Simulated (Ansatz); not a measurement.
SnO built on the h-MgO prototype (r2SCAN geometry), in Ansatz:

```
Sn O
1.0
     4.12550    0.00000    0.00000
    -2.06275    3.57279    0.00000
     0.00000    0.00000    5.18540
Sn O
2 2
Direct
  0.33333 0.66667 0.25000
  0.66667 0.33333 0.75000
  0.66667 0.33333 0.25000
  0.33333 0.66667 0.75000
```

G0W0@PBE with 287 empty bands, a screening cutoff of 140 eV and a 6×6×4 mesh (PAW, contour deformation) gives 0.311 eV over the mesh points, from a PBE gap of 0.411 eV; it sums over 307 bands with 287 plane waves in the screening and a wave cutoff of 420 eV. G0W0 values are finite-basis, finite-mesh values. Spin-unpolarised throughout. Whether this structure exists isn't addressed.

(1) Estimate the gap with starting point HSE06.

(2) Another run gave a Kohn-Sham gap of 0.415 eV and a G0W0 gap of 0.436 eV, summing over 307 bands with 287 plane waves in the screening and a wave cutoff of 420 eV. What was changed?

(3) Estimate the gap with frequency model Godby-Needs pole.

Results:

(1) 0.558 eV (+0.247 eV), from a Kohn-Sham gap of 0.833 eV.

(2) Starting point LDA. The Kohn-Sham gap has moved while bands and screening basis stay.

(3) 0.179 eV (-0.132 eV), from a Kohn-Sham gap of 0.411 eV.

No spin-orbit coupling is included; it can move band edges with weight on the heavy atoms by tenths of an eV.
